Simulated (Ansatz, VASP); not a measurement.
## W in VASP and in Ansatz

File run.py:

```python
from ase import Atoms
from ase.calculators.vasp import Vasp
from ase.dft.bandgap import bandgap

atoms = Atoms(
    ['W'],
    cell=[[-1.582345, 1.582345, 1.582345], [1.582345, -1.582345, 1.582345], [1.582345, 1.582345, -1.582345]],
    scaled_positions=[[0.0, 0.0, 0.0]],
    pbc=True,
)
calc = Vasp(
    directory='calc',
    xc='rpbe',
    pp='PBE',
    setups={'base': 'minimal', 'W': '_sv'},
    pp_version='54',
    prec='Accurate',
    encut=520,
    ediff=1e-07,
    ismear=0,
    sigma=0.05,
    lreal=False,
    lasph=True,
    nelm=100,
    algo='Normal',
    isif=2,
    lwave=False,
    lcharg=False,
    kpts=[12, 12, 12],
    gamma=True,
    nbands=13,
)
atoms.calc = calc

print('energy (eV):', atoms.get_potential_energy())
print('free energy (eV):', atoms.get_potential_energy(force_consistent=True))
print('forces (eV/A):')
print(atoms.get_forces())
print('stress (eV/A^3, Voigt):', atoms.get_stress())
print('Fermi level (eV):', calc.get_fermi_level())
gap, top, bottom = bandgap(calc)
print('band gap (eV):', gap, 'from (spin, k, band)', top, 'to', bottom)
```

input.yaml

```yaml
crystal:
  lattice:
    - [-1.582345, 1.582345, 1.582345]
    - [1.582345, -1.582345, 1.582345]
    - [1.582345, 1.582345, -1.582345]
  atoms:
    - { symbol: W, position: [0.0, 0.0, 0.0] }
hamiltonian:
  xc: rpbe
  pseudopotentials: { kind: paw }
kpoints:
  mp_grid: { grid: [12, 12, 12] }
scf:
  occupations: { method: gaussian, width: 0.05 }
output:
  forces: true
  stress: true
  eigenvalues: true
```

Alike in both runs: task single point; functional RPBE; k mesh 12 × 12 × 12; occupations gaussian, width 0.05 eV; no spin polarisation.

|  | VASP | Ansatz |
| --- | --- | --- |
| version | VASP 6.6.1 | Ansatz 0.2.0 |
| potentials or method | VASP PAW PBE potentials, release 54 (W_sv) | Ansatz PAW |
| plane-wave cutoff (eV) | 520 | 420 |
| valence electrons in the cell | 14 | 14 |

Ansatz gave:

* gap on the k mesh at the Fermi level (eV): none
* pressure (GPa): 9.8

Question: Which values does VASP return?

Answer: gap on the k mesh at the Fermi level (eV): none; pressure (GPa): 10.4.

A gap of «none» marks a metal or a gap that the smearing closes. With one functional, cell and mesh, what is left measures potentials, basis and numerics.

Caveats: the PAW data sets were made with another functional, which shifts forces and pressure a little (VASP); the PAW data sets come from PBE, with cores solved anew for the run's functional, which leaves a small shift of forces and pressure (Ansatz). The runs have no spin-orbit coupling, so splittings on W are missing.
